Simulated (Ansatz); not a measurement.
A run of Ansatz 0.2.0 is set up as follows.

The input input.yaml:

```yaml
crystal:
  lattice:
    - [0.0, 2.1839935596, 2.1839935596]
    - [2.1839935596, 0.0, 2.1839935596]
    - [2.1839935596, 2.1839935596, 0.0]
  atoms:
    - { symbol: Al, position: [0.0, 0.0, 0.0] }
    - { symbol: "N", position: [0.25, 0.25, 0.25] }
hamiltonian:
  xc: { exchange: slater, correlation: vwn5 }
  pseudopotentials: { kind: paw }
kpoints:
  mp_grid: { grid: [10, 10, 10] }
scf:
  occupations: { method: fermi_dirac, width: 0.05 }
output:
  forces: true
  stress: true
relax:
  f_tol: 0.01
  max_steps: 40
  cell: { stress_tol: 0.05 }
```

Potentials or basis: Ansatz PAW.

Command:

```console
$ ansatz run input.yaml --threads 2 --pin off --max-ram 5120MiB --backend cpu --events-out ev --progress --plain --runs-dir out
```

(1) Estimate the band gap on the k mesh.

(2) Estimate the space group after relaxing (to 0.05 Å).

Answers

(1) 3.26 eV.

(2) F-43m (No. 216).

Caveat: the plane-wave basis is chosen anew once the cell has moved, so the energies of steps on either side of that aren't comparable.
